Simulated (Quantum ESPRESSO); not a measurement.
# AlCu3 under changes of volume

One of the cells (12.044 Å³/atom); the others are scaled copies at fixed shape and fractional positions:

```xyz
4
Lattice="0.0000 2.8880 2.8880 2.8880 0.0000 2.8880 2.8880 2.8880 0.0000" Properties=species:S:1:pos:R:3 pbc="T T T"
Cu    4.3320    4.3320    4.3320
Cu    1.4440    1.4440    1.4440
Cu    2.8880    2.8880    2.8880
Al    0.0000    0.0000    0.0000
```

The cell comes from a database or a generator and needn't be the stable form of this composition.

```yaml
Program: Quantum ESPRESSO 7.5
Functional: LDA
Potentials_or_basis: GBRV 1.5 LDA
Cutoff: 762 eV
Density_cutoff: 6095 eV
k_mesh: 8 × 8 × 8
Occupations: fermi-dirac, width 0.05 eV
Spin: no spin polarisation
```

```tsv
volume (Å³/atom)	energy over the lowest point (meV/atom)	pressure (GPa)
11.321	3.70	3.9
11.562	0.00	0.2
11.803	1.68	-3.1
12.044	?	?
12.285	18.71	-8.8
12.526	33.02	-11.0
12.767	50.68	-13.1
```

Task: What does the run at 12.044 Å³/atom give?

Result: Energy over the lowest point 8.10 meV/atom; pressure -6.0 GPa.

Worked out: A Birch-Murnaghan fit of order 3 (a polynomial in V^(-2/3)) to the other rows has its minimum at 11.60 Å³/atom with B0 = V·E''(V) = 168 GPa and B' = 4.8. It gives 8.08 meV/atom at 12.044 Å³/atom, against the run's 8.10, and -dE/dV = -5.7 GPa, against -6.0.

Energies are extrapolated to zero smearing.
